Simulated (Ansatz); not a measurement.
## Cu2O

Level of theory: DFT, r²SCAN, scalar-relativistic, no spin polarisation; plane waves to 500 eV with PAW datasets (Ansatz 0.2.0), 8×8×8 k-mesh, Gaussian smearing of 0.05 eV; PAW files: Ansatz's generated set soft_2.

```cif
data_structure
_symmetry_space_group_name_H-M 'P 1'
_symmetry_Int_Tables_number 1
_cell_length_a 4.2457
_cell_length_b 4.2457
_cell_length_c 4.2457
_cell_angle_alpha 90.000
_cell_angle_beta 90.000
_cell_angle_gamma 90.000
_cell_volume 76.53
loop_
_atom_site_label
_atom_site_type_symbol
_atom_site_fract_x
_atom_site_fract_y
_atom_site_fract_z
_atom_site_occupancy
Cu1 Cu 0.25000 0.25000 0.25000 1
Cu2 Cu 0.25000 0.75000 0.75000 1
Cu3 Cu 0.75000 0.75000 0.25000 1
Cu4 Cu 0.75000 0.25000 0.75000 1
O1 O 0.00000 0.00000 0.00000 1
O2 O 0.50000 0.50000 0.50000 1
```

The chain of runs began from a cell as deposited in COD, expanded in volume. Of that entry: the entry's cell lengths or inner coordinates differ somewhat from later room-temperature determinations.

Cell and atoms are those of this level's equilibrium.

Path: Γ–X–M–Γ–R–X | R–M, with Γ = (0.000, 0.000, 0.000), X = (0.000, 0.500, 0.000), M = (0.500, 0.500, 0.000), R = (0.500, 0.500, 0.500) in reciprocal vectors of the calculation's cell.

Question: Is it a metal or an insulator, and if it has a gap, where are the band edges on this path?

Answer: An insulator with a gap of 0.79 eV on the path, the valence band topping at Γ and the conduction band bottoming at Γ; the smallest direct gap is 0.79 eV.

Bands as a text map, energy in eV from the Fermi level (dashes), each leg drawn with the same width:
```
  2.86 |     *            *     * *   **       * *   
  2.57 |    ***                    * ** *     *      
  2.29 |   **   ***     ***    *  ********* **    *  
  2.00 |       *   **  *   *     *         *  **   * 
  1.71 |  **  *      ****  *                    *  **
  1.43 | **  *           *  * * *                **  
  1.14 |**  *             *  *                       
  0.86 |   *               *   *                     
  0.57 | **                 * *                      
  0.29 |*                    *                       
  0.00 |---------------------------------------------
 -0.29 |**                  **                       
 -0.57 | *****            *** **                     
 -0.86 |      ******    *****   **      ****         
 -1.14 |  *         ****** *   * ********   *********
 -1.43 |   *                    * ******    *** **   
 -1.71 |      *************      *     *****      ***
 -2.00 |******    ************* *   ** **** ***  ****
 -2.29 |*********************************************
 -2.57 |************** ***************************** 
 -2.86 |    ***************     *********************
 -3.14 |  ******************  **   ***   ******* ****
 -3.43 |******      ***************    **        ****
 -3.71 |      * ****   *          ********* *****    
 -4.00 |      **        *        *         *         
 -4.29 |     *           *      *                    
 -4.57 |    *             *                          
 -4.86 |  **               *   *                     
        Γ      X      M      Γ      R      XR       M
```

Formal charges Cu⁺, O²⁻ balance and leave closed shells on every ion, so a band insulator is expected, and the gap is 0.79 eV.

Within 0.6 eV of the edges the projected states are 69 % Cu 3d at the top of the valence band and 48 % Cu 3d at the bottom of the conduction band. The conduction edge mixes several shells, so no single label fits the gap.

**What was measured.** From “Magneto-absorption spectra of hydrogen-like yellow exciton series in cuprous oxide: excitons in strong magnetic fields”, 2018, pmc:5959916, for a bulk crystal of Cu2O at 1.2 K: band gap 2.172 eV.

**Against experiment.** Against the measured gap of Cu2O, 2.172 eV (1.2 K; “Magneto-absorption spectra of hydrogen-like yellow exciton series in cuprous oxide: excitons in strong magnetic fields”, 2018, pmc:5959916), the calculated 0.79 eV is off by -1.38 eV. So large a miss can be the level of theory's own, or it may mean another phase, state or a wrong row. 2 values of this kind are on record (2.17 to 2.172 eV); this one was drawn at random. Kohn–Sham gaps of semilocal functionals mostly fall below measured ones. Temperature and excitons aren't in the calculation.

Cost: 17 s on 4 threads of Intel(R) Xeon(R) 6975P-C (Granite Rapids), on a shared host, peak memory 0.79 GiB.

Semilocal functionals underestimate band gaps, commonly by a third or more.
